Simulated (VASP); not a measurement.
# Rh: relaxation of the atoms with LDA

Rh:

```
Rh
1.0
     0.00000    1.87850    1.87850
     1.87850    0.00000    1.87850
     1.87850    1.87850    0.00000
Rh
1
Direct
  0.00000 0.00000 0.00000
```

| Property | Result |
| --- | --- |
| Program | VASP 6.6.1 |
| Task | relaxation of the atoms |
| Functional | LDA |
| Potentials or basis | VASP PAW LDA potentials, release 64 (Rh_pv) |
| Cutoff | 600 eV |
| k mesh | 16 × 16 × 16 |
| Occupations | methfessel-paxton, width 0.1 eV |
| Spin | no spin polarisation |
| Further INCAR settings | ALGO = Fast; EDIFF = 1e-07; IBRION = 2; EDIFFG = -0.01; NSW = 40 |

```yaml
Pressure_after_relaxing: 0.0 GPa
Band_gap_on_the_k_mesh: none (metal or under the smearing width)
```

Final structure:
```
Rh
1.0
     0.00000    1.87850    1.87850
     1.87850    0.00000    1.87850
     1.87850    1.87850    0.00000
Rh
1
Direct
  0.00000 0.00000 0.00000
```

Levels at points of the mesh, in eV from the Fermi level:
```
           k point  band 3  band 4  band 5  band 6  band 7  band 8  band 9  band 10  band 11
(0.00, 0.00, 0.00)  -46.21   -8.29   -3.28   -3.28   -3.28   -1.02   -1.02    15.92    21.54
(0.50, 0.00, 0.00)  -46.33   -6.47   -3.35   -3.35    0.64    0.64    0.67     8.98    15.46
(0.50, 0.50, 0.00)  -46.52   -6.68   -6.31    0.62    1.07    1.07    3.26    12.73    13.43
```

Run time: 13 s on 1 thread of Intel(R) Xeon(R) 6975P-C (Granite Rapids), with other jobs on the host, peak memory 0.15 GiB.

Caveat: the relaxation stopped at its first step, so nothing moved.
